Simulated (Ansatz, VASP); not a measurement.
One calculation of TaN, two programs

```
Ta N
1.0
     0.00000    2.21132    2.21132
     2.21132    0.00000    2.21132
     2.21132    2.21132    0.00000
Ta N
1 1
Direct
  0.50000 0.50000 0.50000
  0.00000 0.00000 0.00000
```

The cell comes from a database or a generator and needn't be the stable form of this composition.

Alike in both runs: task relaxation of cell and atoms; functional RPBE; dispersion D3(BJ); k mesh 10 × 10 × 10; occupations fermi-dirac, width 0.05 eV; no spin polarisation.

```csv
,VASP,Ansatz
version,VASP 6.6.1,Ansatz 0.2.0
potentials or method,"VASP PAW PBE potentials, release 64 (Ta_pv, N), cutoff 600 eV","all-electron LAPW, scalar-relativistic"
```

|  | VASP | Ansatz | Ansatz less VASP |
| --- | --- | --- | --- |
| relaxed volume (Å³/atom) | 9.67 | 9.64 | -0.033 |
| relaxed cell length with the largest relative difference (Å) | 3.013 | 3.010 | -0.0035 |
| energy change over the relaxation (meV/atom) | -155 | -162 | -6.8 |

Ansatz ran all-electron here, so the differences hold the error of VASP's frozen core and of both bases.

Caveats: the PAW data sets were made with another functional, which shifts forces and pressure a little (VASP); pairwise dispersion overbinds metals, which lowers pressure and volume (VASP). The runs have no spin-orbit coupling, so splittings on Ta are missing.
